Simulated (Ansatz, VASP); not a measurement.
This is a calculation of CdS for VASP 6.6.1.

Contents of INCAR:

```
PREC = Accurate
ENCUT = 520
EDIFF = 1E-6
ISMEAR = 0
SIGMA = 0.1
LREAL = False
LASPH = True
NELM = 80
ALGO = Normal
ISIF = 2
LWAVE = False
LCHARG = False
GGA = PS
NBANDS = 16
```

File KPOINTS:

```
Automatic mesh
0
Gamma
  8 8 8
```

POSCAR

```
CdS
1.0
    0.0000000000      2.7532440000      2.7532440000
    2.7532440000      0.0000000000      2.7532440000
    2.7532440000      2.7532440000      0.0000000000
Cd S
1 1
Direct
    0.0000000000      0.0000000000      0.0000000000
    0.5000000000      0.5000000000      0.5000000000
```

Potentials or basis: VASP PAW PBE potentials, release 64 (Cd, S).

Run with:

```console
$ cat potpaw_PBE.64/Cd/POTCAR potpaw_PBE.64/S/POTCAR > POTCAR
$ mpirun -np 1 vasp_std > vasp.out
```

Task: Set up the same calculation for Ansatz 0.2.0. Potentials there: all-electron LAPW, scalar-relativistic.

Result: As run (the cutoff follows the program's own potentials):

File input.yaml:

```yaml
crystal:
  lattice:
    - [0.0, 2.753244, 2.753244]
    - [2.753244, 0.0, 2.753244]
    - [2.753244, 2.753244, 0.0]
  atoms:
    - { symbol: Cd, position: [0.0, 0.0, 0.0] }
    - { symbol: S, position: [0.5, 0.5, 0.5] }
kpoints:
  mp_grid: { grid: [8, 8, 8] }
scf:
  occupations: { method: gaussian, width: 0.1 }
hamiltonian:
  xc: pbesol
  pseudopotentials: { kind: all_electron, lapw: { basis_error: 0.001 } }
output:
  forces: true
  stress: true
  eigenvalues: true
```

Potentials or basis: all-electron LAPW, scalar-relativistic.

Run with:

```bash
$ ansatz run input.yaml --threads 1 --pin off --max-ram 3072MiB --backend cpu --events-out ev --progress --plain --runs-dir out
```

Both were run:

|  | VASP | Ansatz | Ansatz less VASP |
| --- | --- | --- | --- |
| gap on the k mesh at the Fermi level (eV) | 0.14 | 0.14 | +0.006 |
| least direct gap on the mesh (eV) | 1.42 | 1.44 | +0.023 |
| pressure (GPa) | -4.0 | -4.4 | -0.42 |

Ansatz ran all-electron here, so the differences hold the error of VASP's frozen core and of both bases.

Caveats: the PAW data sets were made with another functional, which shifts forces and pressure a little (VASP).
